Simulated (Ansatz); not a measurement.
The system is KCl.

```
CELL_PARAMETERS angstrom
3.83920 0.00000 0.00000
0.00000 3.83920 0.00000
0.00000 0.00000 3.83920
ATOMIC_POSITIONS crystal
K 0.00000 0.00000 0.00000
Cl 0.50000 0.50000 0.50000
```

Measurements of this composition are mostly on another form, of space group No. 225.

Base run:

```yaml
Program: Ansatz 0.2.0
Functional: PBEsol
Potentials_or_basis: all-electron PAW datasets made for the crystal
Cutoff: 240 eV (chosen from the basis error)
k_mesh: 6 × 6 × 6
Occupations: fermi-dirac, width 0.05 eV
Spin: no spin polarisation
```

Its results: band gap on the k mesh 4.62 eV, indirect (least direct gap 4.83 eV); pressure -1.4 GPa.

Q: The run is repeated on the same cell with these changes: functional from PBEsol to PBE0; cutoff from 240 eV (chosen from the basis error) to 270 eV (chosen from the basis error). What comes out?

A: Band gap on the k mesh 6.84 eV, indirect (least direct gap 7.06 eV); pressure -0.5 GPa.

PBE0 gives the wider gap, since exact exchange removes part of the self-interaction.

A k mesh can miss the band edges.
